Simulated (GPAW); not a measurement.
Crystal: AlO.

```
Al O
1.0
     2.76919    0.00000    0.00000
     0.00000    2.76919    0.00000
     0.00000    0.00000    2.76919
Al O
1 1
Direct
  0.50000 0.50000 0.50000
  0.00000 0.00000 0.00000
```

The cell was built by a generator and needn't be a form met in nature.

* Program: GPAW 26.7.0
* Task: relaxation of cell and atoms
* Functional: LDA
* Potentials or basis: the program's PAW data sets (release 1.2.1) made for this functional
* Cutoff: 800 eV
* Basis: pw
* k mesh: 8 × 8 × 8
* Occupations: fermi-dirac, width 0.05 eV
* Spin: no spin polarisation

At the start: pressure -8.2 GPa; volume 10.62 Å³/atom.

Problem. Where does the relaxation end?

Solution. Over 4 steps the energy falls by 16.7 meV/atom and the volume is 9.99 Å³/atom (-5.9 %); space group Pm-3m (No. 221, to 0.05 Å).

Step by step:
```csv
step,energy change (eV),largest force (eV/Å),pressure (GPa),volume (Å³)
1,0.0000,0.0000,-8.22,21.24
2,-0.0114,0.0000,-6.81,20.99
3,-0.0333,0.0000,0.47,19.91
4,-0.0334,0.0000,-0.02,19.98
```

Final structure:
```
Al O
1.0
     2.71335    0.00000    0.00000
     0.00000    2.71335    0.00000
     0.00000    0.00000    2.71335
Al O
1 1
Direct
  0.50000 0.50000 0.50000
  0.00000 0.00000 0.00000
```

Caveat: later steps reuse the first step's grids; an odd number of electrons without spin polarisation forces a metal; a magnetic or distorted state may lie lower.
